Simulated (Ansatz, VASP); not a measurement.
One calculation of ZnO (zincite), two programs

File INCAR:

```
PREC = Accurate
ENCUT = 520
EDIFF = 1E-6
ISMEAR = -1
SIGMA = 0.05
LREAL = F
LASPH = T
NELM = 80
ALGO = Normal
ISIF = 2
LWAVE = F
LCHARG = F
METAGGA = R2SCAN
LMIXTAU = T
```

KPOINTS

```
regular mesh
0
Gamma
  9 9 5
```

POSCAR

```
ZnO
1.0
    3.2708272232      0.0000000000      0.0000000000
   -1.6354136116      2.8326194666      0.0000000000
    0.0000000000      0.0000000000      5.2401848988
Zn O
2 2
Direct
    0.6666666667      0.3333333333      0.0000000000
    0.3333333333      0.6666666667      0.5000000000
    0.3333333333      0.6666666667      0.8790100000
    0.6666666667      0.3333333333      0.3790100000
```

The input input.yaml:

```yaml
crystal:
  lattice:
    - [3.2708272232, 0.0, 0.0]
    - [-1.6354136116, 2.8326194666, 0.0]
    - [0.0, 0.0, 5.2401848988]
  atoms:
    - { symbol: Zn, position: [0.6666666667, 0.3333333333, 0.0] }
    - { symbol: Zn, position: [0.3333333333, 0.6666666667, 0.5] }
    - { symbol: O, position: [0.3333333333, 0.6666666667, 0.87901] }
    - { symbol: O, position: [0.6666666667, 0.3333333333, 0.37901] }
hamiltonian:
  xc: r2scan
  pseudopotentials: { kind: paw }
kpoints:
  mp_grid: { grid: [9, 9, 5] }
scf:
  occupations: { method: fermi_dirac, width: 0.05 }
output:
  forces: true
  stress: true
  eigenvalues: true
```

Change from the starting cell: volume scaled by 1.02.

Alike in both runs: task single point; functional r2SCAN; k mesh 9 × 9 × 5; occupations fermi-dirac, width 0.05 eV; no spin polarisation.

|  | VASP | Ansatz |
| --- | --- | --- |
| version | VASP 6.6.1 | Ansatz 0.2.0 |
| potentials or method | VASP PAW PBE potentials, release 64 (Zn, O) | Ansatz PAW |
| plane-wave cutoff (eV) | 520 | 500 |
| valence electrons in the cell | 36 | 36 |

Ansatz gave:

```
gap on the k mesh at the Fermi level (eV)       : 1.20
least direct gap on the mesh (eV)               : 1.20
pressure (GPa)                                  : -3.9
largest component of the traceless stress (GPa) : 0.97
rms of the force components (eV/Å)              : 0.036
```

Question: Which values does VASP return?

Answer: gap on the k mesh at the Fermi level (eV): 1.20; least direct gap on the mesh (eV): 1.20; pressure (GPa): -3.0; largest component of the traceless stress (GPa): 1.06; rms of the force components (eV/Å): 0.049.

Atom by atom the forces differ by 0.013 eV/Å (rms over components). The functional is the same, so the differences come from potentials, cutoffs and numerics.

Caveats: the PAW data sets were made with another functional, which shifts forces and pressure a little (VASP); odd divisions of the mesh miss points on the zone boundary, where band edges often lie, so the gap on the mesh can be too wide (Ansatz); the PAW data sets come from PBE, with cores solved anew for the run's functional, which leaves a small shift of forces and pressure (Ansatz).
